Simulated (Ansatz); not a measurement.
## AlNi (P4/mmm), zone-centre modes

Level of theory: DFT PBEsol, scalar-relativistic, plane waves, PAW (Ansatz). Settings: plane waves to 420 eV, k-mesh 20×20×20 (Γ-centred), Gaussian smearing 0.15 eV. No spin polarisation. A magnetic state may lie lower.

Reference structure (relaxed at this level; it needn't be the usual structure):

```xyz
2
Lattice="2.0213 -2.0213 0.0000 2.0213 2.0213 0.0000 0.0000 0.0000 2.8694" Properties=species:S:1:pos:R:3 pbc="T T T"
Al    0.0000    0.0000    0.0000
Ni    2.0213    0.0000    1.4347
```

Harmonic modes by finite displacements of 0.02 Å, without the LO–TO term.

(1) At this geometry, is the structure stable against these modes?

(2) List the wavenumbers in cm⁻¹.

## Answers

(1) Yes: no mode is imaginary beyond 10 cm⁻¹, and only the three translations lie near zero.

(2) 0, 0, 0, 302, 302, 303.

Cost: 1 run of about 2.8 core-minutes, on Arm Neoverse V2 (shared hosts).